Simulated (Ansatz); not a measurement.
# SiC: the cost of one run

Method: DFT PBEsol, scalar-relativistic, plane waves, PAW, in Ansatz 0.2.0.

The COD entry's cell or inner coordinates are ideal or old and differ from later refinements, so a difference from it is no clean test against experiment.

2 further runs of the same task are left out: 2 set aside as unsound or not needed.

## Step 1: The starting structure

It takes space group F-43m (No. 216, cubic). Conventional cell: a = 4.357 Å, b = 4.357 Å, c = 4.357 Å, α = 90.00°, β = 90.00°, γ = 90.00°. Around Si (site symmetry -43m) lie 4 C at 1.89 Å. Around C (site symmetry -43m) lie 4 Si at 1.89 Å.

Coordinates:

```
CELL_PARAMETERS angstrom
0.00000 2.17833 2.17833
2.17833 0.00000 2.17833
2.17833 2.17833 0.00000
ATOMIC_POSITIONS crystal
Si 0.00000 0.00000 0.00000
C 0.75000 0.75000 0.75000
```

This cell was relaxed beforehand with the same method: volume 10.34 Å³/atom, gap on the mesh 1.24 eV.

## Step 2: A stricter relaxation

Response functions are second derivatives at a minimum, so forces and stress are first brought close to zero on the mesh and occupations that the response runs use.

input.yaml

```yaml
crystal:
  lattice:
    - [0.0, 2.1783275166, 2.1783275166]
    - [2.1783275166, 0.0, 2.1783275166]
    - [2.1783275166, 2.1783275166, 0.0]
  atoms:
    - { symbol: Si, position: [0.0, 0.0, 0.0] }
    - { symbol: C, position: [0.75, 0.75, 0.75] }
basis:
  ecutwfc: 420
kpoints:
  mp_grid: { grid: [12, 12, 12] }
hamiltonian:
  xc: pbesol
scf:
  occupations: { method: fixed }
output:
  forces: true
  stress: true
  eigenvalues: true
relax:
  adjacent_minimum: "off"
  f_tol: 0.001
  max_steps: 60
  cell: { stress_tol: 0.01 }
```

On the command line:

```bash
$ ansatz run input.yaml --threads 1 --pin off --max-ram 3072MiB --backend cpu --events-out ev --progress --plain --runs-dir out
```

What time and memory should one allow on 1 thread of AMD EPYC 7R43 (Zen 3), shared host?

About 4.5 s, with a peak of 0.33 GiB.
